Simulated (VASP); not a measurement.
Fe, 2 atoms in the cell. It takes space group P6_3/mmc (No. 194, hexagonal). The conventional cell has a = 2.418 Å, b = 2.418 Å, c = 3.816 Å, α = 90.00°, β = 90.00°, γ = 120.00°. Around Fe (site symmetry -6m2) lie 12 Fe at 2.36 to 2.42 Å. This isn't the form of Fe at room conditions, which is bcc. The cell isn't the ideal one: volume scaled by 0.98.

```yaml
Program: VASP 6.6.1
Task: single point
Functional: PBE
Potentials_or_basis: VASP PAW PBE potentials, release 64 (Fe)
Cutoff: 520 eV
k_mesh: 17 × 17 × 10
Occupations: fermi-dirac, width 0.08 eV
Spin: no spin polarisation
Dipole_correction: no
Further_INCAR_settings: ALGO = Fast; EDIFF = 1e-07; NBANDS = 15
```

Potentials or basis: VASP PAW PBE potentials, release 64 (Fe).

Run with:

```console
$ cat potpaw_PBE.64/Fe/POTCAR > POTCAR
$ mpirun -np 1 vasp_std > vasp.out
```

Hardware: 1 thread of AMD EPYC 9R45 96-Core Processor (Zen 5), with other jobs on the host.

Task: How long does it take, and how much memory?

Result: It took 32 s on 1 thread of AMD EPYC 9R45 96-Core Processor (Zen 5) (shared host), peak memory 0.13 GiB. Counts: scf iterations 16, k points 198.
